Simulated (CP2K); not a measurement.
Runs of CP2K 2026.2 on Cd. The structure is cubic, space group Fm-3m (No. 225). Conventional cell: a = 4.436 Å, b = 4.436 Å, c = 4.436 Å, α = 90.00°, β = 90.00°, γ = 90.00°. Cd (site symmetry m-3m) has 12 Cd at 3.14 Å as nearest neighbours. This isn't the form of Cd at room conditions, which is hcp.

| potentials or basis | potentials | gap on the mesh (eV) | pressure (GPa) |
| --- | --- | --- | --- |
| GTH_POTENTIALS Cd GTH-PADE-q12; DZVP-MOLOPT-SR-GTH basis | Cd GTH-PADE-q12 of GTH_POTENTIALS | none | 2.5 |
| POTENTIAL_UZH Cd GTH-SCAN-q12; DZVP-MOLOPT-SR-GTH basis | Cd GTH-SCAN-q12 of POTENTIAL_UZH | none | 5.0 |
| GTH_POTENTIALS Cd GTH-PBE-q12; DZVP-MOLOPT-SR-GTH basis | Cd GTH-PBE-q12 of GTH_POTENTIALS | none | 3.2 |
| POTENTIAL_UZH Cd GTH-PBE0-q12; DZVP-MOLOPT-SR-GTH basis | Cd GTH-PBE0-q12 of POTENTIAL_UZH | none | (a) |

Alike in all rows: task single point; level PBE; no spin polarisation; cell as given; k mesh 10 × 10 × 10; smearing fermi-dirac 0.05 eV.

**Question.** Estimate the missing entries.

**Answer.** (a) 4.8.

Caveats: the basis of atomic orbitals isn't converged, which shifts pressures, moduli and gaps; the potentials were made for another functional, which shifts forces and pressure (some runs).

A k mesh can miss the band edges, and the runs leave out spin-orbit coupling on Cd.

A gap of «none» marks a metal or a gap under the smearing width.
